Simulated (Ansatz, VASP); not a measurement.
# Two plane-wave programs on Ir

```
Ir
1.0
     2.96383    0.00000    0.00000
    -1.48192    2.56675    0.00000
     0.00000    0.00000    3.84548
Ir
2
Direct
  0.66667 0.33333 0.75000
  0.33333 0.66667 0.25000
```

Alike in both runs: task single point; functional PBEsol; k mesh 24 × 24 × 12; occupations gaussian, width 0.15 eV; no spin polarisation.

|  | VASP | Ansatz |
| --- | --- | --- |
| version | VASP 6.6.1 | Ansatz 0.2.0 |
| potentials or method | VASP PAW PBE potentials, release 64 (Ir) | scalar-relativistic, plane waves, PAW |
| plane-wave cutoff (eV) | 520 | 420 |
| valence electrons in the cell | 18 | 34 |

|  | VASP | Ansatz | Ansatz less VASP |
| --- | --- | --- | --- |
| gap on the k mesh at the Fermi level (eV) | none | none | - |
| pressure (GPa) | 6.0 | 4.9 | -1.07 |
| largest component of the traceless stress (GPa) | 32.68 | 32.61 | -0.075 |

A gap of «none» marks a metal or a gap that the smearing closes. The functional is the same, so the differences come from potentials, cutoffs and numerics. The two sets of potentials don't hold the same shells in valence.

Caveats: the PAW data sets were made with another functional, which shifts forces and pressure a little (VASP). Spin-orbit coupling is left out, which matters for the levels of Ir.
